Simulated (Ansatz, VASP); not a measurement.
**Ga in VASP and in Ansatz**

```
Ga
1.0
     3.84224   -2.34204    0.00000
     3.84224    2.34204    0.00000
     0.00000    0.00000    4.51798
Ga
4
Cartesian
  2.5944 -1.5361 1.1295
  2.5944 1.5361 3.3885
  5.0901 1.5361 3.3885
  5.0901 -1.5361 1.1295
```

Change from the starting cell: volume scaled by 1.02.

Alike in both runs: task single point; functional PBEsol; k mesh 7 × 7 × 6; occupations fermi-dirac, width 0.05 eV; no spin polarisation.

```csv
,VASP,Ansatz
version,VASP 6.6.1,Ansatz 0.2.0
potentials or method,"VASP PAW PBE potentials, release 64 (Ga_d), cutoff 520 eV","all-electron LAPW, scalar-relativistic"
```

|  | VASP | Ansatz | Ansatz less VASP |
| --- | --- | --- | --- |
| gap on the k mesh at the Fermi level (eV) | none | none | - |
| pressure (GPa) | -1.3 | -1.2 | +0.09 |
| largest component of the traceless stress (GPa) | 0.41 | 0.42 | +0.009 |
| rms of the force components (eV/Å) | 0.013 | 0.015 | +0.0019 |

Atom by atom the forces differ by 0.002 eV/Å (rms over components). A gap of «none» marks a metal or a gap that the smearing closes. Ansatz ran all-electron here, so the differences hold the error of VASP's frozen core and of both bases.

Caveats: the PAW data sets were made with another functional, which shifts forces and pressure a little (VASP).
